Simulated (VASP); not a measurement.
TePb:

```
Te Pb
1.0
     0.00000    3.23100    3.23100
     3.23100    0.00000    3.23100
     3.23100    3.23100    0.00000
Te Pb
1 1
Direct
  0.50000 0.50000 0.50000
  0.00000 0.00000 0.00000
```

* Program: VASP 6.6.1
* Task: relaxation of cell and atoms
* Functional: PBE
* Potentials or basis: VASP PAW PBE potentials, release 64 (Te, Pb_d)
* Cutoff: 600 eV
* k mesh: 8 × 8 × 8
* Occupations: gaussian, width 0.03 eV
* Spin: no spin polarisation

At the start: pressure 2.1 GPa; volume 33.73 Å³/atom.

Task: Where does the relaxation end?

Result: Over 3 steps the energy falls by 10.7 meV/atom and the volume is 35.42 Å³/atom (+5.0 %); space group Fm-3m (No. 225, to 0.05 Å).

The path:
| step | energy change (eV) | largest force (eV/Å) | pressure (GPa) | volume (Å³) |
| --- | --- | --- | --- | --- |
| 1 | 0.0000 | 0.0000 | 2.10 | 67.46 |
| 2 | -0.0196 | 0.0000 | -0.55 | 71.87 |
| 3 | -0.0214 | 0.0000 | 0.00 | 70.84 |

Final structure:
```xyz
2
Lattice="0.0000 3.2841 3.2841 3.2841 0.0000 3.2841 3.2841 3.2841 0.0000" Properties=species:S:1:pos:R:3 pbc="T T T"
Te    3.2841    3.2841    3.2841
Pb    0.0000    0.0000    0.0000
```
